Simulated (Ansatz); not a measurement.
Crystal: FeGe2.

```xyz
6
Lattice="-2.9596 2.9596 2.4514 2.9596 -2.9596 2.4514 2.9596 2.9596 -2.4514" Properties=species:S:1:pos:R:3 pbc="T T T"
Ge   -0.9168    2.0427    2.4514
Ge    2.0427    0.9168    2.4514
Ge    0.9168    2.0427    0.0000
Ge    3.8764    0.9168    0.0000
Fe    0.0000    0.0000    1.2257
Fe    0.0000    0.0000    3.6771
```

The cell is a database's computed one.

```yaml
Program: Ansatz 0.2.0
Task: relaxation of cell and atoms
Functional: PBEsol
Potentials_or_basis: Ansatz PAW
Cutoff: "420 eV (not typed: the program's choice for these potentials)"
k_mesh: 7 × 7 × 7
Occupations: fermi-dirac, width 0.05 eV
Spin: collinear spin, ferromagnetic start
Starting_moments: "[0.0, 0.0, 0.0, 0.0, 3.0, 3.0] μB"
Hubbard_terms: Fe d U = 1 eV
```

At the start: volume 14.31 Å³/atom.

Task: Where does the relaxation end?

Result: It ends after 7 steps and the volume is 13.85 Å³/atom (-3.2 %); space group I4/mcm (No. 140, to 0.05 Å); moment 2.67 μB per cell.

Step by step:
```tsv
step	energy change (eV)	largest force (eV/Å)	volume (Å³)
1	0.0000	0.0711	85.89
2	-0.0353	0.0465	83.75
3	-0.0378	0.0026	83.09
4	-0.0378	0.0004	83.13
5	-0.0378	0.0000	83.13
6	-0.0369	0.0000	83.13
7	-0.0369	0.0000	83.13
```

Final structure:
```
Ge Fe
1.0
    -2.91924    2.91924    2.43856
     2.91924   -2.91924    2.43856
     2.91924    2.91924   -2.43856
Ge Fe
4 2
Cartesian
  -0.9090 2.0102 2.4386
  2.0102 0.9090 2.4386
  0.9090 2.0102 0.0000
  3.8283 0.9090 0.0000
  0.0000 0.0000 1.2193
  0.0000 0.0000 3.6578
```

Caveat: the magnetic or orbital state may not be the lowest; the plane-wave basis is chosen anew once the cell has moved, so the energies of steps on either side of that aren't comparable; the PAW data sets come from PBE, with cores solved anew for the run's functional, which leaves a small shift of forces and pressure; the U is typed as a test and isn't derived for this compound.
